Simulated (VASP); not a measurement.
# MoSe2 (P6_3/mmc) in VASP: Born charges and dielectric tensor with LDA

Aim: the Born charges and dielectric tensor of MoSe2 with LDA.

Everything below comes from runs of VASP 6.6.1. Logs are shortened: lines on timing, memory, paths and dates and some standing lists are left out, and cuts for length are marked.

## 1. The crystal as given

It takes space group P6_3/mmc (No. 194, hexagonal). The conventional cell has a = 3.322 Å, b = 3.322 Å, c = 13.543 Å, α = 90.00°, β = 90.00°, γ = 120.00°. Mo (site symmetry -6m2) has 6 Se at 2.53 Å as nearest neighbours. Se (site symmetry 3m) is surrounded by 3 Mo at 2.53 Å.

The cell is a database's computed one.

## 2. Born charges and dielectric tensor, LDA

INCAR reads:

```
ALGO = Normal
EDIFF = 1E-8
ENCUT = 600
GGA = CA
IBRION = 8
ISIF = 2
ISMEAR = 0
LASPH = True
LCHARG = False
LEPSILON = True
LREAL = False
LWAVE = False
NELM = 100
NSW = 1
PREC = Accurate
SIGMA = 0.02
```

KPOINTS reads:

```
k-points
0
Gamma
  9 9 2
```

POSCAR reads:

```
MoSe2
1.0
    3.3222601900      0.0000000000      0.0000000000
   -1.6611300900      2.8771617200      0.0000000000
    0.0000000000      0.0000000000     13.5429565500
Mo Se
2 4
Direct
    0.6666666700      0.3333333300      0.7500000000
    0.3333333300      0.6666666700      0.2500000000
    0.3333333300      0.6666666700      0.8722223200
    0.6666666700      0.3333333300      0.3722223200
    0.3333333300      0.6666666700      0.6277776800
    0.6666666700      0.3333333300      0.1277776800
```

Potentials or basis: VASP PAW LDA potentials, release 64 (Mo_sv, Se).

Command:

```bash
$ cat potpaw_LDA.64/Mo_sv/POTCAR potpaw_LDA.64/Se/POTCAR > POTCAR
$ mpirun -np 1 vasp_std > vasp.out
```

OUTCAR:

```text
EDIFF = 1E-8
   ENCUT = 600
   GGA = CA
   IBRION = 8
   ISIF = 2
   ISMEAR = 0
   LASPH = True
   LEPSILON = True
   LREAL = False
   NELM = 100
   NSW = 1
   PREC = Accurate

 ion  position               nearest neighbor table
   1  0.667  0.333  0.750-   3 2.53   5 2.53   3 2.53   5 2.53   3 2.53   5 2.53
   2  0.333  0.667  0.250-   4 2.53   6 2.53   4 2.53   6 2.53   4 2.53   6 2.53
   3  0.333  0.667  0.872-   1 2.53   1 2.53   1 2.53
   4  0.667  0.333  0.372-   2 2.53   2 2.53   2 2.53
   5  0.333  0.667  0.628-   1 2.53   1 2.53   1 2.53
   6  0.667  0.333  0.128-   2 2.53   2 2.53   2 2.53

  LATTYP: Found a hexagonal cell.
 ALAT       =     3.3222601900
 C/A-ratio  =     4.0764286285

  Lattice vectors:

 A1 = (   3.3222601900,   0.0000000000,   0.0000000000)
 A2 = (  -1.6611300900,   2.8771617200,   0.0000000000)
 A3 = (   0.0000000000,   0.0000000000,  13.5429565500)

Analysis of symmetry for initial positions (statically):
=====================================================================
 Subroutine PRICEL returns:
 Original cell was already a primitive cell.

 Routine SETGRP: Setting up the symmetry group for a
 hexagonal supercell.

 Subroutine GETGRP returns: Found 24 space group operations
 (whereof 12 operations were pure point group operations)
 out of a pool of 24 trial point group operations.

The static configuration has the point symmetry D_3d.
 The point group associated with its full space group is D_6h.

Analysis of symmetry for dynamics (positions and initial velocities):
=====================================================================
 Subroutine PRICEL returns:
 Original cell was already a primitive cell.

 Routine SETGRP: Setting up the symmetry group for a
 hexagonal supercell.

 Subroutine GETGRP returns: Found 24 space group operations
 (whereof 12 operations were pure point group operations)
 out of a pool of 24 trial point group operations.

The dynamic configuration has the point symmetry D_3d.
 The point group associated with its full space group is D_6h.

 Subroutine INISYM returns: Found 24 space group operations
 (whereof 12 operations are pure point group operations),
 and found     1 'primitive' translations

----------------------------------------------------------------------------------------

                                     Primitive cell

  volume of cell :     129.4528

  direct lattice vectors                    reciprocal lattice vectors
     3.322260190  0.000000000  0.000000000     0.300999905  0.173782376  0.000000000
    -1.661130090  2.877161720  0.000000000     0.000000000  0.347564752  0.000000000
[... 1065 lines left out ...]
  x     0.00000     0.00000     0.00000     0.00000     0.00000     0.00000
  y     0.00000     0.00000     0.00000     0.00000     0.00000     0.00000
  z     0.00000     0.00000     0.00000     0.00000     0.00000     0.00000

 PIEZOELECTRIC TENSOR (including local field effects)  for field in x, y, z        (C/m^2)
          XX          YY          ZZ          XY          YZ          ZX
  --------------------------------------------------------------------------------
  x     0.00000     0.00000     0.00000     0.00000     0.00000     0.00000
  y     0.00000     0.00000     0.00000     0.00000     0.00000     0.00000
  z     0.00000     0.00000     0.00000     0.00000     0.00000     0.00000

 BORN EFFECTIVE CHARGES (including local field effects) (in |e|, cummulative output)
 ---------------------------------------------------------------------------------
 ion    1
    1    -1.78690    -0.00000     0.00000
    2    -0.00000    -1.78690    -0.00000
    3     0.00000     0.00000    -0.81097
 ion    2
    1    -1.78690    -0.00000     0.00000
    2    -0.00000    -1.78690    -0.00000
    3    -0.00000     0.00000    -0.81097
 ion    3
    1     0.89345     0.00000     0.00000
    2     0.00000     0.89345     0.00000
    3     0.00000     0.00000     0.40548
 ion    4
    1     0.89345     0.00000    -0.00000
    2     0.00000     0.89345    -0.00000
    3    -0.00000    -0.00000     0.40548
 ion    5
    1     0.89345     0.00000    -0.00000
    2     0.00000     0.89345    -0.00000
    3     0.00000    -0.00000     0.40548
 ion    6
    1     0.89345     0.00000     0.00000
    2     0.00000     0.89345     0.00000
    3     0.00000     0.00000     0.40548

 INTERNAL STRAIN TENSOR FOR ION    6 for displacements in x,y,z  (eV/Angst):
          X           Y           Z          XY          YZ          ZX
  --------------------------------------------------------------------------------
  x     0.00000    -0.00000    -0.00000     2.90421     0.00000    11.67458
  y     2.90421    -2.90421     0.00000    -0.00000    12.84222     0.00000
  z     9.10597     9.10597    26.85886     0.00000    -0.00000     0.00000

 SECOND DERIVATIVES (NOT SYMMETRIZED)
 ------------------------------------
               1X          1Y          1Z          2X          2Y          2Z          3X          3Y          3Z          4X          4Y          4Z          5X          5Y          5Z          6X          6Y          6Z
  1X   -16.837505   -0.000000    0.000000    0.024401    0.000000    0.000000    8.393669    0.000000    0.000000    0.012883    0.000000   -0.000000    8.393669    0.000000    0.000000    0.012883    0.000000    0.000000
  1Y    -0.000000  -16.837505   -0.000000    0.000000    0.024401   -0.000000    0.000000    8.393669    0.000000    0.000000    0.012883    0.000000    0.000000    8.393669   -0.000000    0.000000    0.012883   -0.000000
  1Z     0.000000    0.000000  -25.619262   -0.000000    0.000000    0.176905   -0.000000    0.000000   12.803785   -0.000000   -0.000000   -0.082607    0.000000   -0.000000   12.803785    0.000000    0.000000   -0.082607
  2X     0.024401    0.000000    0.000000  -16.837505   -0.000000    0.000000    0.012883    0.000000    0.000000    8.393669    0.000000    0.000000    0.012883    0.000000   -0.000000    8.393669    0.000000    0.000000
  2Y     0.000000    0.024401   -0.000000   -0.000000  -16.837505   -0.000000    0.000000    0.012883   -0.000000    0.000000    8.393669   -0.000000    0.000000    0.012883    0.000000    0.000000    8.393669    0.000000
  2Z    -0.000000    0.000000    0.176905    0.000000    0.000000  -25.619262    0.000000    0.000000   -0.082607    0.000000   -0.000000   12.803785   -0.000000   -0.000000   -0.082607   -0.000000    0.000000   12.803785
  3X     8.391164    0.000000    0.000000    0.015575    0.000000   -0.000000   -8.050210   -0.000000    0.000000   -0.008077   -0.000000    0.000000   -0.367600   -0.000000    0.000000    0.019148    0.000000    0.000000
  3Y     0.000000    8.391164   -0.000000    0.000000    0.015575   -0.000000   -0.000000   -8.050210    0.000000   -0.000000   -0.008077    0.000000   -0.000000   -0.367600    0.000000    0.000000    0.019148    0.000000
  3Z     0.000000    0.000000   12.751428    0.000000    0.000000   -0.036994    0.000000    0.000000  -14.421308    0.000000    0.000000    0.063346    0.000000    0.000000    1.644535    0.000000    0.000000   -0.001007
  4X     0.015575    0.000000   -0.000000    8.391164    0.000000   -0.000000   -0.008077   -0.000000    0.000000   -8.050210   -0.000000   -0.000000    0.019148    0.000000   -0.000000   -0.367600   -0.000000    0.000000
  4Y     0.000000    0.015575    0.000000    0.000000    8.391164    0.000000   -0.000000   -0.008077   -0.000000   -0.000000   -8.050210   -0.000000    0.000000    0.019148   -0.000000   -0.000000   -0.367600   -0.000000
  4Z     0.000000    0.000000   -0.036994    0.000000   -0.000000   12.751428    0.000000    0.000000    0.063346    0.000000   -0.000000  -14.421308    0.000000    0.000000   -0.001007    0.000000    0.000000    1.644535
  5X     8.391164    0.000000   -0.000000    0.015575    0.000000   -0.000000   -0.367600   -0.000000    0.000000    0.019148    0.000000   -0.000000   -8.050210   -0.000000   -0.000000   -0.008077   -0.000000    0.000000
  5Y     0.000000    8.391164    0.000000    0.000000    0.015575    0.000000   -0.000000   -0.367600   -0.000000    0.000000    0.019148   -0.000000   -0.000000   -8.050210   -0.000000   -0.000000   -0.008077   -0.000000
  5Z     0.000000   -0.000000   12.751428    0.000000    0.000000   -0.036994    0.000000    0.000000    1.644535    0.000000    0.000000   -0.001007    0.000000   -0.000000  -14.421308    0.000000    0.000000    0.063346
  6X     0.015575    0.000000   -0.000000    8.391164    0.000000    0.000000    0.019148    0.000000    0.000000   -0.367600   -0.000000    0.000000   -0.008077   -0.000000    0.000000   -8.050210   -0.000000    0.000000
  6Y     0.000000    0.015575   -0.000000    0.000000    8.391164   -0.000000    0.000000    0.019148    0.000000   -0.000000   -0.367600    0.000000   -0.000000   -0.008077    0.000000   -0.000000   -8.050210    0.000000
  6Z     0.000000    0.000000   -0.036994    0.000000    0.000000   12.751428    0.000000    0.000000   -0.001007    0.000000    0.000000    1.644535    0.000000    0.000000    0.063346    0.000000    0.000000  -14.421308

 Eigenvectors and eigenvalues of the dynamical matrix
 ----------------------------------------------------

   1 f  =   10.263239 THz    64.485833 2PiTHz  342.344806 cm-1    42.445327 meV
             X         Y         Z           dx          dy          dz
      1.661130  0.959054 10.157217    -0.000000    0.000000    0.558316
     -0.000000  1.918108  3.385739     0.000000    0.000000   -0.558316
     -0.000000  1.918108 11.812469    -0.000000   -0.000000   -0.306825
      1.661130  0.959054  5.040991    -0.000000   -0.000000    0.306825
     -0.000000  1.918108  8.501966    -0.000000    0.000000   -0.306825
      1.661130  0.959054  1.730488    -0.000000    0.000000    0.306825
[... 145 lines left out ...]
  18 f/i=    0.001312 THz     0.008244 2PiTHz    0.043766 cm-1     0.005426 meV
             X         Y         Z           dx          dy          dz
      1.661130  0.959054 10.157217     0.000000    0.000000    0.434626
     -0.000000  1.918108  3.385739     0.000000    0.000000    0.434626
     -0.000000  1.918108 11.812469     0.000000    0.000000    0.394398
      1.661130  0.959054  5.040991     0.000000    0.000000    0.394398
     -0.000000  1.918108  8.501966     0.000000    0.000000    0.394398
      1.661130  0.959054  1.730488     0.000000    0.000000    0.394398

--------------------------------------------------------------------------------------------------------

 MACROSCOPIC STATIC DIELECTRIC TENSOR IONIC CONTRIBUTION
 ------------------------------------------------------
           0.530926     0.000000     0.000000
           0.000000     0.530926     0.000000
           0.000000     0.000000     0.072279
 ------------------------------------------------------

 ELASTIC MODULI CONTR FROM IONIC RELAXATION (kBar)
 Direction    XX          YY          ZZ          XY          YZ          ZX
 --------------------------------------------------------------------------------
 XX        -316.9760   -196.0989   -756.6802     -0.0000     -0.0000      0.0000
 YY        -196.0989   -316.9760   -756.6802     -0.0000      0.0000     -0.0000
 ZZ        -756.6802   -756.6802  -2231.8961     -0.0000     -0.0000      0.0000
 XY          -0.0000     -0.0000     -0.0000    -60.4385      0.0000     -0.0000
 YZ           0.0000      0.0000     -0.0000      0.0000  -1058.9960     -0.0000
 ZX          -0.0000      0.0000      0.0000      0.0000     -0.0000   -875.1785
 --------------------------------------------------------------------------------

 PIEZOELECTRIC TENSOR IONIC CONTR  for field in x, y, z        (C/m^2)
          XX          YY          ZZ          XY          YZ          ZX
  --------------------------------------------------------------------------------
  x    -0.00000     0.00000    -0.00000     0.00000    -0.00000     0.00000
  y    -0.00000    -0.00000    -0.00000     0.00000    -0.00000     0.00000
  z     0.00000     0.00000    -0.00000     0.00000     0.00000     0.00000
```

It took 80 min on 1 thread of Intel Xeon Platinum 8259CL at 2.50GHz (Skylake/Cascade Lake), shared host; peak memory 0.98 GiB.

What came out:

```yaml
Band_gap_on_the_k_mesh: 1.06 eV, indirect (least direct gap 1.37 eV)
Electronic_dielectric_tensor_diagonal: 16.22, 16.22, 6.43
Born_charges_mean_of_the_diagonal: Mo -1.46; Se +0.73 e
Highest_phonon_frequency_at_Γ_LO-TO_splitting_left_out: 342 cm⁻¹
```

Levels at points of the mesh, in eV from the valence-band top:
```
           k point  band 22  band 23  band 24  band 25  band 26  band 27  band 28  band 29  band 30  band 31
(0.00, 0.00, 0.00)    -1.50    -1.50    -1.00    -0.88     0.00     2.50     2.50     2.54     2.54     2.73
(0.00, 0.00, 0.50)    -1.51    -1.51    -1.51    -0.20    -0.20     2.52     2.52     2.52     2.52     2.79
```

Phonon frequencies in cm⁻¹ (negative: imaginary):
```tsv
q point	frequencies
(0.000, 0.000, 0.000)	0 0 0 12 15 15 162 162 163 163 235 236 277 277 277 277 340 342
```

Electronic dielectric tensor:
```
16.22  0.00  0.00
 0.00 16.22  0.00
 0.00  0.00  6.43
```

Born effective charge tensors (e):
atom 1, Mo
```
-1.79  0.00  0.00
 0.00 -1.79  0.00
 0.00  0.00 -0.81
```
atom 2, Mo
```
-1.79  0.00  0.00
 0.00 -1.79  0.00
 0.00  0.00 -0.81
```
atom 3, Se
```
0.89 0.00 0.00
0.00 0.89 0.00
0.00 0.00 0.41
```
atom 4, Se
```
0.89 0.00 0.00
0.00 0.89 0.00
0.00 0.00 0.41
```
atom 5, Se
```
0.89 0.00 0.00
0.00 0.89 0.00
0.00 0.00 0.41
```
atom 6, Se
```
0.89 0.00 0.00
0.00 0.89 0.00
0.00 0.00 0.41
```

Caveat: an odd mesh through Γ misses points on the zone boundary, where band edges often lie.
